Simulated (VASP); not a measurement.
Wanted: the native input for a VASP 6.6.1 run.

```
Task                   : relaxation of cell and atoms
Functional             : PBEsol
Dispersion             : D3
Potentials or basis    : VASP PAW PBE potentials, release 64 (Te, Mo_sv)
Cutoff                 : 600 eV
k mesh                 : 9 × 9 × 2
Occupations            : fermi-dirac, width 0.05 eV
Spin                   : no spin polarisation
Further INCAR settings : ALGO = Normal; EDIFF = 1e-06; IBRION = 2; EDIFFG = -0.01; NSW = 60; ISIF = 3
```

The structure of Te2Mo lies in POSCAR:

```
Te2Mo
1.0
    3.5182000000      0.0000000000      0.0000000000
   -1.7591000000      3.0468505756      0.0000000000
    0.0000000000      0.0000000000     13.9736000000
Te Mo
4 2
Direct
    0.6666666667      0.3333333333      0.3790000000
    0.3333333333      0.6666666667      0.8790000000
    0.6666666667      0.3333333333      0.1210000000
    0.3333333333      0.6666666667      0.6210000000
    0.6666666667      0.3333333333      0.7500000000
    0.3333333333      0.6666666667      0.2500000000
```

These files were run (other wordings do the same):

INCAR

```
SYSTEM = Te2Mo
ALGO = Normal ; EDIFF = 1E-6
EDIFFG = -0.01 ; ENCUT = 600
GGA = PS ; IBRION = 2
ISIF = 3 ; ISMEAR = -1
IVDW = 11 ; LASPH = .True.
LCHARG = .False. ; LREAL = .False.
LWAVE = .False. ; NELM = 80
NSW = 60 ; PREC = Accurate
SIGMA = 0.05
```

KPOINTS

```
k-points
0
Gamma
  9 9 2
  0 0 0
```

Potentials or basis: VASP PAW PBE potentials, release 64 (Te, Mo_sv).

The run is started by

```sh
$ cat potpaw_PBE.64/Te/POTCAR potpaw_PBE.64/Mo_sv/POTCAR > POTCAR
$ mpirun -np 1 vasp_std > vasp.out
```

Results of the run:

The relaxed volume is 23.54 Å³/atom, the relaxed cell is a = 3.466 Å, b = 3.466 Å, c = 13.577 Å, α = 90.00°, β = 90.00°, γ = 120.00° and the space group after relaxing (to 0.05 Å) is P6_3/mmc (No. 194). The energy gained by relaxing is 10.6 meV/atom, the ionic steps are 16 and the pressure after relaxing is 0.0 GPa. The band gap on the k mesh is 0.60 eV, indirect (least direct gap 0.97 eV) and the dispersion energy per atom is -0.285 eV.

Caveat: the PAW data sets were made with another functional, which shifts forces and pressure a little; spin-orbit coupling is left out, which moves the levels of the heavy elements; an odd mesh through Γ misses points on the zone boundary, where band edges often lie.

Run time: 16 min on 1 thread of Intel(R) Xeon(R) Platinum 8488C (Sapphire Rapids), on a shared host, peak memory 0.37 GiB.
